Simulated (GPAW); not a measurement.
Runs of GPAW 26.7.0 on TiSe. It takes space group P4/nmm (No. 129, tetragonal). Conventional cell: a = 4.178 Å, b = 4.178 Å, c = 5.984 Å, α = 90.00°, β = 90.00°, γ = 90.00°. Se (site symmetry 4mm) is surrounded by 4 Ti at 2.53 Å. Around Ti (site symmetry -4m2) lie 4 Se at 2.53 Å. The cell comes from a database or a generator and needn't be the stable form of this composition.

```tsv
task	level	potentials or basis	U	cell	k mesh	cutoff (eV)	maxiter	convergence	optimizer	fmax	max steps	gap on the mesh (eV)	pressure (GPa)	relaxed volume (Å³/atom)	largest force (eV/Å)
single point	LDA	the program's PAW data sets (release 1.2.1) made for this functional, pw	-	as given	5 × 5 × 4	450	120	default	-	-	-	none	-5.1	-	(a)
single point	PBEsol	PAW data sets generated in the run's folder for this functional, pw	-	as given	7 × 7 × 5	600	150	-	-	-	-	none	-2.9	-	0.30
relaxation of cell and atoms	PBEsol+D4	PAW data sets generated in the run's folder for this functional, pw	-	relaxed	5 × 5 × 4	600	150	density=1e-05 forces=0.0001	BFGS	0.02 eV/Å	60	none	0.0	21.09	-
relaxation of cell and atoms	PBEsol+D3(BJ)+ATM	PAW data sets generated in the run's folder for this functional, pw	-	relaxed	5 × 5 × 4	600	150	density=1e-05 forces=0.0001	BFGS	0.02 eV/Å	60	none	-0.1	(b)	0.02
band structure	PBEsol+U	PAW data sets generated in the run's folder for this functional, pw	Ti d U = 2 eV	as given	6 × 6 × 4	600	150	-	-	-	-	-	-1.9	-	0.07
```

Alike in all rows: no spin polarisation; smearing fermi-dirac 0.05 eV.

Estimate the missing entries.

(a) 0.59; (b) 19.81.

Caveats: this functional lacks dispersion, which binds the layers, so the pressure and a relaxed spacing across them are unreliable (some runs); later steps reuse the first step's grids (some runs); the volume moved by over 15 % at a fixed basis, so the end points are rough (some runs); the cutoff is short for stress and forces, so pressures can be off by a GPa or more (some runs); U without spin polarisation on a metal has little footing (some runs).

A k mesh can miss the band edges, and the runs leave out spin-orbit coupling on Se.

A gap of «none» marks a metal or a gap under the smearing width.

Not every run made on this cell is shown here.
